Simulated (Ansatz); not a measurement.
# Calculated ¹⁴N nuclear quadrupole resonance for Ge3N4

Cell: an entry of the Crystallography Open Database (COD), atoms as given.

```cif
data_Ge3N4
_symmetry_space_group_name_H-M 'Fd-3m:1'
_symmetry_Int_Tables_number 227
_cell_length_a 8.3091
_cell_length_b 8.3091
_cell_length_c 8.3091
_cell_angle_alpha 90.000
_cell_angle_beta 90.000
_cell_angle_gamma 90.000
loop_
_atom_site_label
_atom_site_type_symbol
_atom_site_symmetry_multiplicity
_atom_site_Wyckoff_symbol
_atom_site_fract_x
_atom_site_fract_y
_atom_site_fract_z
Ge1 Ge 16 d 0.1250 0.1250 0.6250
Ge5 Ge 8 a 0.5000 0.5000 0.0000
N N 32 e 0.8832 0.8832 0.3832
```

One atom of each set is listed; the run and its k-mesh use a cell of 14 atoms with edges of 5.88, 5.88, 5.88 Å.

All values are calculated (Ansatz; DFT, PBE, plane waves and PAW, scalar-relativistic, 420 eV cutoff, Γ-centred 6×6×6 k-points, Fermi–Dirac smearing 0.02 eV), not measured.

¹⁴N: I = 1, Q = 20.44 mb (year-2017 value). Static lattice, zero field.

Q: At which frequencies do the ¹⁴N NQR lines lie?

A: For I = 1 the lines are ν± = (3/4)|C_Q|(1 ± η/3) and ν₀ = |C_Q|η/2.

```
site  atoms  V_zz (10²¹ V/m²)  C_Q (MHz)     η  line frequencies (MHz)
   N      8              4.23       2.09  0.00                    1.57
```

An axis of threefold or higher order runs through N, so V_zz lies along it and η is zero.
